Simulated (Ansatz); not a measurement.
**ZnSe: holes, doping and thermopower**

Plane-wave DFT in Ansatz, PBE, scalar-relativistic PAW potentials, cutoff 420 eV, no spin-orbit coupling; no spin polarisation. ZnSe in space group F-43m. Boltzmann transport at 300 K in rigid bands with one relaxation time, bands interpolated from the k mesh 8×8×8; values are means over x, y, z.

```tsv
holes (cm⁻³)	size of S (μV/K)	σ/τ (Ω⁻¹ m⁻¹ s⁻¹)
10^18	584.0	4.07e+16
10^19	?	4.07e+17
10^20	197.1	4.04e+18
10^21	59.7	3.82e+19
```

**Question.** Take the lowest doping as non-degenerate: get the effective density of states and the masses, and predict the missing S.

**Answer.** For parabolic bands and one τ, |S| = (k_B/e)(5/2 − η) with k_B/e = 86.17 μV/K and n = N e^η. The first row gives η = -4.28, N = 7.20×10¹⁹ cm⁻³ and, from N = 2.509×10¹⁹ cm⁻³ × m_d^(3/2), a density-of-states mass of 2.02 mₑ (all valleys and bands together). σ/τ = ne²/m_c gives a conductivity mass of 0.69 mₑ; m_d is 2.9 times m_c, the sign of several valleys, several bands or anisotropy. A decade of doping costs (k_B/e) ln 10 = 198.4 μV/K, which predicts 386 μV/K; the run gave 386.5. There η is about -2.0, where Fermi statistics begin to count, but their first corrections to η and to the mean carrier energy nearly cancel, so the rule still holds. At 10^21 cm⁻³ the rule would give -11 μV/K against 59.7: the gas is degenerate there. Scattering that depends on energy changes the 5/2, and whether such doping can be reached wasn't computed. Without spin-orbit coupling the split-off band stays at the valence top, so the holes' m_d comes out too large.

Cost: about 2.6 core-minutes for the runs cited, on Intel Xeon 6975P-C (Granite Rapids) (shared hosts).

The thermopower falls with doping because the Fermi level moves towards and then into the valence band, so each hole carries less entropy. The large ratio of density-of-states to conductivity mass most likely comes from several bands rather than several valleys: the valence top of ZnSe lies at Γ and is built mainly from Se 4p orbitals, which give warped heavy and light branches. The heavy ones hold most of the holes, while the light ones add more than their share to the conductivity.

σ/τ grows almost in proportion to the hole count but lags slightly at 10^21 cm⁻³, which suggests that the bands become less dispersive away from Γ. Of the dopings with both quantities given, S²σ/τ is largest at 10^20 cm⁻³, where the gain in carriers still outweighs the loss of thermopower. This ranking reflects the band structure alone; in a real crystal, ionised acceptors would probably shorten τ as doping rises and could shift the optimum. Without a lattice thermal conductivity, no thermoelectric figure of merit follows.
